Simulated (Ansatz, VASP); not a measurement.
# Two plane-wave programs on Au

```
Au
1.0
     0.00000    3.11672    3.11672
     3.11672    0.00000    3.11672
     3.11672    3.11672    0.00000
Au
3
Direct
  0.25000 0.25000 0.25000
  0.75000 0.75000 0.75000
  0.50000 0.50000 0.50000
```

Alike in both runs: task single point; functional PBE; k mesh 6 × 6 × 6; occupations gaussian, width 0.1 eV; no spin polarisation.

```csv
,VASP,Ansatz
version,VASP 6.6.1,Ansatz 0.2.0
potentials or method,"VASP PAW PBE potentials, release 64 (Au)","scalar-relativistic, plane waves, PAW"
plane-wave cutoff (eV),520,420
valence electrons in the cell,33,57
```

Ansatz gave:

- gap on the k mesh at the Fermi level (eV): none
- pressure (GPa): 7.6

Q: Estimate VASP's values.

A: gap on the k mesh at the Fermi level (eV): none; pressure (GPa): 7.3.

A gap of «none» marks a metal or a gap that the smearing closes. The two sets of potentials don't hold the same shells in valence.

The runs have no spin-orbit coupling, so splittings on Au are missing.
